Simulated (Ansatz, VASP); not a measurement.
Cu in VASP and in Ansatz

The input INCAR:

```
SYSTEM = Cu
  PREC = Accurate
  ENCUT = 520
  EDIFF = 1E-7
  ISMEAR = 0
  SIGMA = 0.15
  LREAL = .FALSE.
  LASPH = .TRUE.
  NELM = 80
  ALGO = Normal
  ISIF = 2
  LWAVE = .FALSE.
  LCHARG = .FALSE.
  GGA = PE
  NBANDS = 12
```

Contents of KPOINTS:

```
Automatic mesh
0
G
  22 22 22
  0 0 0
```

POSCAR

```
Cu
1.0
    0.0000000000      1.8075000000      1.8075000000
    1.8075000000      0.0000000000      1.8075000000
    1.8075000000      1.8075000000      0.0000000000
Cu
1
Direct
    0.0000000000      0.0000000000      0.0000000000
```

Input for Ansatz:

```yaml
crystal:
  lattice:
    - [0.0, 1.8075, 1.8075]
    - [1.8075, 0.0, 1.8075]
    - [1.8075, 1.8075, 0.0]
  atoms:
    - { symbol: Cu, position: [0.0, 0.0, 0.0] }
basis:
  ecutwfc: 420
kpoints:
  mp_grid: { grid: [22, 22, 22] }
hamiltonian:
  xc: pbe
scf:
  occupations: { method: gaussian, width: 0.15 }
output:
  forces: true
  stress: true
  eigenvalues: true
```

Alike in both runs: task single point; functional PBE; k mesh 22 × 22 × 22; occupations gaussian, width 0.15 eV; no spin polarisation.

|  | VASP | Ansatz |
| --- | --- | --- |
| version | VASP 6.6.1 | Ansatz 0.2.0 |
| potentials or method | VASP PAW PBE potentials, release 64 (Cu) | scalar-relativistic, plane waves, PAW |
| plane-wave cutoff (eV) | 520 | 420 |
| valence electrons in the cell | 11 | 19 |

VASP gave:

```
gap on the k mesh at the Fermi level (eV) : none
pressure (GPa)                            : 2.3
```

Which values does Ansatz return?

gap on the k mesh at the Fermi level (eV): none; pressure (GPa): 1.8.

A gap of «none» marks a metal or a gap that the smearing closes. The functional is the same, so the differences come from potentials, cutoffs and numerics. The two sets of potentials don't hold the same shells in valence.
